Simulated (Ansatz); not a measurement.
# BN (model cell, started as CsCl type): a soft mode frozen in, part 3 of 3

Wanted: the energy along a soft mode of BN (model cell, started as CsCl type) and the structure at the end.

Ansatz 0.2.0; DFT PBEsol, scalar-relativistic, plane waves, PAW; PAW set soft_1.

So far. Step 5 (Energy along the mode, all amplitudes (two of the runs …): The lowest of the steps tried is the last one, at 0.6 Å, 1448 meV/atom below the parent; the bottom of the well need not coincide with a step. Step 7 (The new phase in its own primitive cell): The largest force component left is 0.21 meV/Å and the pressure is 0.005 GPa, within the tolerances set. The cell now holds 8.40 Å³/atom. The relaxed cell has a = 2.765, c = 4.395 Å (conventional setting).

The structure was built from a prototype and need not be the compound's stable phase.

### 8. Modes of the new phase, k-mesh 8×8×6, occupations fixed

A relaxed structure may still be a saddle point, so its zone-centre modes are computed. The response to a homogeneous field gives the Born charges and the dielectric tensor, and its change with displacement the Raman tensors.

File input.yaml:

```yaml
crystal:
  lattice:
    - [2.7649066728, 0.0, 0.0]
    - [0.0, 2.7649066728, 0.0]
    - [0.0, 0.0, 4.3947781606]
  atoms:
    - { symbol: B, position: [0.5, 0.5, 0.0] }
    - { symbol: B, position: [0.0, 0.0, 0.0] }
    - { symbol: "N", position: [0.0, 0.5, 0.8305986376] }
    - { symbol: "N", position: [0.5, 0.0, 0.1694013624] }
kpoints:
  mp_grid: { grid: [8, 8, 6] }
hamiltonian:
  xc: pbesol
  pseudopotentials: { kind: paw, azcp: { folder: soft_1 }, xc_functional: pbe }
scf:
  occupations: { method: fixed }
output:
  eigenvalues: true
phonons:
  method: dfpt
  dielectric: true
  rigid_motions: translations
  raman: true
```

Started as:

```sh
> ansatz run input.yaml --threads 4 --pin off --max-ram 10240MiB --backend cpu --events-out ev --progress --plain --runs-dir out
```

Numbers of over 12 decimals in the logs are rounded to 6 here.

What it wrote:

```text
[...]
Crystal: 4 atoms, lattice volume = 33.597 Å³
Basis set: ecut = 420 eV, 659 PW (Γ), exchange–correlation on 40×40×60 points (8 copies of the dense FFT grid, shifted against one another)
Bands: 12, of which v1, the nominal top of the filled ones, is band 8 counted from 1 (7 counted from 0)
Symmetry: 16 space group operations
k-points: 130 of 384 (irreducible under 2 space group operations, time reversal used)
[...]
SCF iter   1: F=—  HF=-1064.736777 eV  |F-HF|=—  |Δ(HF+E_count)|=         —  Δρ=1.11e-1  dr2=4.04e0  ethr=3.10e-3  ⟨swp⟩=5.4  Hψ=8497  notcnv=0  defer=238
[...]
SCF iter   9: F=-1063.357068 eV  HF=-1063.357068 eV  |F-HF|=4.55e-13  |Δ(HF+E_count)|=  1.25e-10  Δρ=9.36e-8  dr2=1.83e-12  ethr=1.00e-12  ⟨swp⟩=9.1  Hψ=10360  notcnv=0
SCF 1 converged in 9 iterations: F = -1063.357068 eV  dr2 = 1.83e-12
[...]
DFPT response loops at Γ: preconditioner auto → none (the input reference at scf.mixing.eps_inf says where Resta's filter doesn't serve); β = 0.50; Broyden in place of MSR1
── the response to a field inside a basis, on 10×10×6 k-points: an SCF that follows is theirs, and a resumed run solves both again ──
Bands: 9, of which v1, the nominal top of the filled ones, is band 8 counted from 1 (7 counted from 0)
k-points: 45 of 600
[...]
Eigensolver: Dense (45 Hₖ)
SCF iter   1: F=—  HF=-1063.359899 eV  |F-HF|=—  |Δ(HF+E_count)|=         —  Δρ=3.33e-4  dr2=4.72e-6  ethr=1.00e-1
[...]
SCF iter   6: F=-1063.359906 eV  HF=-1063.359906 eV  |F-HF|=2.05e-12  |Δ(HF+E_count)|=  1.85e-10  Δρ=1.15e-7  dr2=2.01e-12  ethr=1.59e-12
SCF 1 converged in 6 iterations: F = -1063.359906 eV  dr2 = 2.01e-12
[...]
SCF converged after 9 iterations
Free energy (F): -1063.357068 eV
[...]
Internal energy: -1063.357068 eV  (E = F + TS)
E sigma→0 (E₀):  -1063.357068 eV
Fermi energy:    5.813389 eV
[...]
--- Band table (eV; the first three rows and the last of 130) ---
  k-point 0: bands = [... 4 lower, 2.0764, 3.3331, 4.4657, 4.4657, 10.9817, 11.4103, 12.2827, 13.4404]
  k-point 1: bands = [... 4 lower, 2.1783, 3.3625, 4.4499, 4.4499, 11.0082, 11.2607, 12.2418, 13.8022]
  k-point 2: bands = [... 4 lower, 2.3795, 3.4234, 4.4188, 4.4188, 11.0667, 11.0860, 12.1547, 14.5680]
  k-point 129: bands = [... 4 lower, 0.5546, 0.5546, 2.6977, 2.6977, 14.3132, 14.3132, 19.6663, 19.6663]
--- Phonons (Γ-DFPT): 4 representative perturbations + reference, on 130 of 384 k-points (Σ response iterations 12) ---
  k mesh reduced under 2 symmetry operations, with k and −k counted as one. Each operation leaves every solved perturbation unchanged. A smaller set is not considered because the run solves the response to a homogeneous field
  ASR residual: 2.376e-5 → 0.000e0 eV/Å²; symmetrization residual: 8.585e-7 eV/Å²
  ASR residual per site (eV/Å²): 1.94e-5 1.94e-5 2.38e-5 2.38e-5
  Γ frequencies (cm⁻¹): 0.00 0.00 0.00 353.41 586.43 586.43 627.95 627.95 689.29 868.71 868.71 1008.93
  ε∞ (high-frequency dielectric tensor):
        4.592673     0.000000     0.000000
        0.000000     4.592673     0.000000
        0.000000     0.000000     2.545674
  ε⁰ (static dielectric tensor: ions relaxed, cell fixed):
       17.736963     0.000000    -0.000000
        0.000000    17.736963     0.000000
       -0.000000     0.000000     2.832440
  ε⁰ − ε∞ (ionic part):
       13.144291     0.000000    -0.000000
        0.000000    13.144291     0.000000
       -0.000000     0.000000     0.286766
  softest optical mode at Γ: 353.41 cm⁻¹; the repairs (sum rule, projections) moved no ω² at Γ by more than (0.86 cm⁻¹)²
  Born effective charges Z* (e; rows j = field, columns β = displacement):
    site 0:
         3.06845    0.00000    0.00000
         0.00000    3.06845    0.00000
        -0.00000    0.00000    0.77976
    site 1:
         3.06845    0.00000    0.00000
         0.00000    3.06845    0.00000
         0.00000    0.00000    0.77976
    site 2:
        -3.06845   -0.00000    0.00000
         0.00000   -3.06845   -0.00000
        -0.00000   -0.00000   -0.77976
    site 3:
        -3.06845   -0.00000   -0.00000
         0.00000   -3.06845    0.00000
         0.00000   -0.00000   -0.77976
  Z* charge neutrality: 5.478e-4 e pre-enforcement
  solved inside a basis spanned on kpoints, on 10×10×6 k-points: ε∞ is read to err by 1.2e-2, Z* by 1.0e-2 e (field_mesh: kpoints solves on kpoints); Z* is corrected for what the basis lacks
  Raman tensors (in the event stream and the table raman_tensors.tsv): an entry may err by 1.2e-2 Å², one of the second-order susceptibility by 1.5e-20 pm/V (basis, points and sum rule); their sum over the sites missed zero by 8.882e-16 Å² ahead of its enforcement
  optical modes at Γ without the LO–TO term, one row a degenerate level:
      ω (cm⁻¹)  modes    IR ((D/Å)²/amu)  static Raman (Å⁴/amu)  depolarisation
        353.41      1             0.0000                 2.8046           0.750
        586.43      2           142.4093                 0.0000               —
        627.95      2             0.0000                11.0278           0.750
        689.29      1             0.0000                37.6006           0.000
        868.71      2             0.0000                 5.6490           0.750
       1008.93      1             4.5982                 0.0000               —
  optical modes at Γ + LO–TO along q̂ = [1.0000, 0.0000, 0.0000]:
      ω (cm⁻¹)  modes    IR ((D/Å)²/amu)  static Raman (Å⁴/amu)  depolarisation
        353.41      1             0.0000                 2.8046           0.750
        586.43      1            71.2046                 0.0000               —
        627.95      2             0.0000                11.0278           0.750
        689.29      1             0.0000                37.6006           0.000
        868.71      2             0.0000                 5.6490           0.750
       1008.93      1             4.5982                 0.0000               —
       1152.45      1            71.2046                 0.0000               —
  optical modes at Γ + LO–TO along q̂ = [0.0000, 1.0000, 0.0000]:
      ω (cm⁻¹)  modes    IR ((D/Å)²/amu)  static Raman (Å⁴/amu)  depolarisation
        353.41      1             0.0000                 2.8046           0.750
        586.43      1            71.2046                 0.0000               —
        627.95      2             0.0000                11.0278           0.750
        689.29      1             0.0000                37.6006           0.000
        868.71      2             0.0000                 5.6490           0.750
       1008.93      1             4.5982                 0.0000               —
       1152.45      1            71.2046                 0.0000               —
  optical modes at Γ + LO–TO along q̂ = [0.0000, 0.0000, 1.0000]:
      ω (cm⁻¹)  modes    IR ((D/Å)²/amu)  static Raman (Å⁴/amu)  depolarisation
        353.41      1             0.0000                 2.8046           0.750
        586.43      2           142.4093                 0.0000               —
        627.95      2             0.0000                11.0278           0.750
        689.29      1             0.0000                37.6006           0.000
        868.71      2             0.0000                 5.6490           0.750
       1064.25      1             4.5982                 0.0000               —
```

Run time: 22 s. Hardware: 4 threads of Intel Xeon Platinum 8375C at 2.90GHz (Ice Lake), shared host; peak memory 0.69 GiB.

Numbers from this step:

* sum-rule residual before enforcement: 2.38e-5 eV/Å²
* miss of the charge sum rule: 5.48e-4 e
* estimated error of the dielectric tensor: 0.01151
* estimated error of the Born charges: 0.009987 e
* point group: 4/mmm
* highest optical mode at the zone centre (no LO-TO term): 1009 cm⁻¹
* lowest optical zone-centre mode: 353.4 cm⁻¹
* mean high-frequency dielectric constant: 3.910
* largest Born charge (third of the trace): 2.306 e
* mean static dielectric constant: 12.77
* top of the zone-centre spectrum with the field: 1152 cm⁻¹

Patterns of degenerate modes are one choice out of their space. The modes at Γ (shares of kinetic energy by element, %):

```tsv
mode	frequency (cm⁻¹)	symmetry	B %	N %
1	0.0	acoustic	44	56
2	0.0	acoustic	44	56
3	0.0	acoustic	44	56
4	353.4	B1g	100	0
5	586.4	Eu	56	44
6	586.4	Eu	56	44
7	628.0	Eg	18	82
8	628.0	Eg	18	82
9	689.3	A1g	0	100
10	868.7	Eg	82	18
11	868.7	Eg	82	18
12	1008.9	A2u	56	44
```

Displacements in mode 4 (353.4 cm⁻¹), the largest set to 1:
```
B1   0.00  0.00 -1.00
B2   0.00  0.00  1.00
N3   0.00  0.00  0.00
N4   0.00  0.00  0.00
```

Displacements in mode 12 (1008.9 cm⁻¹), the largest set to 1:
```
B1   0.00  0.00  1.00
B2   0.00  0.00  1.00
N3   0.00  0.00 -0.77
N4   0.00  0.00 -0.77
```

Optical modes at the zone centre, without and with the macroscopic field of the longitudinal modes; each column is sorted by frequency, so a row need not hold one and the same mode. Modes with and without the field, by row:

```tsv
rank among optical modes	no field (cm⁻¹)	q along (1, 0, 0) (cm⁻¹)	q along (0, 0, 1) (cm⁻¹)
1	353.4	353.4	353.4
2	586.4	586.4	586.4
3	586.4	628	586.4
4	628	628	628
5	628	689.3	628
6	689.3	868.7	689.3
7	868.7	868.7	868.7
8	868.7	1009	868.7
9	1009	1152	1064
```

Born charge (rows field, columns displacement) (e), principal values of the symmetric part by kind of site:

```tsv
atom	atoms with these values	low	middle	high	mean
B1	2	0.78	3.07	3.07	2.31
N3	2	-3.07	-3.07	-0.78	-2.31
```

In full for B1:

```
3.07 0.00 0.00
0.00 3.07 0.00
0.00 0.00 0.78
```

High-frequency dielectric tensor:

```
4.59 0.00 0.00
0.00 4.59 0.00
0.00 0.00 2.55
```

Static dielectric tensor (ions relaxed, fixed cell):

```
17.74  0.00  0.00
 0.00 17.74  0.00
 0.00  0.00  2.83
```

Transverse modes. Lines of the infrared spectrum (strongest = 100):

```tsv
position (cm⁻¹)	label	relative intensity
353	B1g	0.0
586	Eu	100
628	Eg	0.0
689	A1g	0.0
869	Eg	0.0
1009	A2u	3.2
```

Activity x (w_L - w)^4 (n + 1)/w, 532 nm, 300 K; modes without the macroscopic field alone. Lines of the Raman spectrum (strongest = 100):

```tsv
position (cm⁻¹)	label	relative intensity
353	B1g	18
586	Eu	0.0
628	Eg	33
689	A1g	100
869	Eg	11
1009	A2u	0.0
```

Before it was imposed, the acoustic sum rule was missed by 2.4e-5 eV/Å² and the charge sum rule by 5.5e-4 e. Small misses are needed for a sound result but don't prove that mesh and cutoff are converged. The lowest optical mode is real, 353 cm⁻¹.

### 9. What came out

| Quantity | Value |
| --- | --- |
| unstable mode of the parent | q = (0, -0.5, -0.5), 1311i cm⁻¹ |
| depth at the lowest point sampled | 1448 meV/atom |
| largest atomic shift at that point | 0.6 Å |
| space group reached (within 0.01 Å) | P4/nmm |
| energy gained over the parent (first relaxation, on the mesh of the frozen mode) | 2590 meV/atom |
| volume per atom, phase reached | 8.40 Å³ |
| gap on the k-mesh, phase reached | 5.17 eV |
| lowest optical zone-centre mode, phase reached | 353 cm⁻¹ |
| highest optical mode at the zone centre (no LO-TO term), phase reached | 1009 cm⁻¹ |

**Reading.** Along this mode the structure falls into P4/nmm, 2590 meV/atom below the parent. At the parent's cell the well is 1448 meV/atom deep on the steps tried, with its lowest point at a shift of 0.6 Å. That is the last step tried, so the steps alone don't bracket the bottom of the well. Relaxing atoms and cell changes the gain by +1141.42 meV/atom against the lowest step (energies at zero smearing). The new phase has no imaginary mode at the zone centre of its cell; other wavevectors were not checked. Of the 2 patterns followed to their end from this parent, this one reaches the lowest energy. Each path keeps the symmetry of its pattern, so a lower phase may lie along a pattern not tried. With no gap, or one that is small against the smearing, the frequencies hang on the k mesh and the smearing, most of all near Kohn anomalies. The PAW files were made for PBE and serve the other functionals too. The starting cell was built on a prototype and not taken from a measurement, so the phase need not exist.

[Logs are printed without paths, hosts, clocks, repeated set-up lines and the standing remarks that a program may print on its own settings, such as how far it seeks lower states.]

[Hosts, paths, dates, database ids (printed as entryN), source tags and the programs' standing remarks are cut or masked in the printed files.]
